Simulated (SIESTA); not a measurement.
Write an ASE script for SIESTA 5.4.2 that does the following.

```yaml
Task: equation of state
Functional: RPBE
Potentials_or_basis: PseudoDojo 0.4 standard (PBE files)
Basis: DZP (energy shift 0.002 Ry)
Grid_cutoff: 500 Ry
Energy_shift: 0.002 Ry
k_mesh: 8 × 8 × 8
Occupations: fermi-dirac, width 0.05 eV
Spin: no spin polarisation
```

Crystal: Sb.

```
CELL_PARAMETERS angstrom
2.15420 1.24373 3.75800
-2.15420 1.24373 3.75800
0.00000 -2.48746 3.75800
ATOMIC_POSITIONS crystal
Sb 0.76651 0.76651 0.76651
Sb 0.23349 0.23349 0.23349
```

One way to write it, as run:

run.py

```python
from ase import Atoms
from ase.calculators.siesta import Siesta
from ase.units import Ry, GPa
from ase.eos import EquationOfState

atoms = Atoms(
    ['Sb', 'Sb'],
    cell=[
        [2.1542, 1.2437279499, 3.758],
        [-2.1542, 1.2437279499, 3.758],
        [0.0, -2.4874558998, 3.758],
    ],
    scaled_positions=[
        [0.76651, 0.76651, 0.76651],
        [0.23349, 0.23349, 0.23349],
    ],
    pbc=True,
)

fdf = {
    'SCFMustConverge': False,
    'OccupationFunction': 'FD',
    'ElectronicTemperature': '0.05 eV',
    'MaxSCFIterations': '120',
    'SCF.Mixer.Method': 'Pulay',
    'SCF.Mixer.Weight': '0.25',
    'SCF.Mixer.History': '8',
    'SCF.DM.Tolerance': '5.0e-05',
    'SCF.H.Tolerance': '1.0e-03 eV',
    'WriteForces': 'true',
    'Charge.Mulliken': 'end',
}
calc = Siesta(
    label="Sb",
    command="siesta < PREFIX.fdf > PREFIX.out",
    pseudo_path="pseudos",
    pseudo_qualifier="",
    xc=('GGA', 'RPBE'),
    basis_set="DZP",
    mesh_cutoff=500 * Ry,
    energy_shift=0.002 * Ry,
    kpts=[8, 8, 8],
    spin="non-polarized",
    fdf_arguments=fdf,
)
atoms.calc = calc

cell0 = atoms.cell.copy()
volumes, energies = [], []
for x in [0.94, 0.96, 0.98, 1.0, 1.02, 1.04, 1.06]:
    atoms.set_cell(cell0 * x ** (1 / 3), scale_atoms=True)
    volumes.append(atoms.get_volume() / len(atoms))
    energies.append(atoms.get_potential_energy(force_consistent=True) / len(atoms))
    print(f"V = {volumes[-1]:.5f} A^3/atom   F = {energies[-1]:.6f} eV/atom", flush=True)
v0, e0, b0 = EquationOfState(volumes, energies, eos="birchmurnaghan").fit()
print(f"v0 = {v0:.4f} A^3/atom, e0 = {e0:.5f} eV/atom, B0 = {b0 / GPa:.1f} GPa")
```

Potentials or basis: PseudoDojo 0.4 standard (PBE files), DZP (energy shift 0.002 Ry).

Command:

```sh
$ python run.py
```

Results of the run:

```
Equilibrium volume                        : 33.34 Å³/atom (rough: see the caveat)
Bulk modulus at fixed shape and positions : 41 GPa (rough)
```

Caveat: the fit is doubtful: noisy points or a state that changes with volume; the minimum lies outside the volumes run; semicore shells carry a single zeta, which can move pressures by several GPa and volumes by a few percent; the cell was scaled at fixed shape and fractional positions, which overstates the stiffness of a crystal with free parameters, most of all of layers and chains; the potentials were made for another functional, which shifts forces and pressure; the basis of atomic orbitals isn't converged, which shifts pressures, moduli and gaps.

It took 2.9 min on 1 thread of Arm Neoverse V1, on a shared host, peak memory 0.25 GiB.
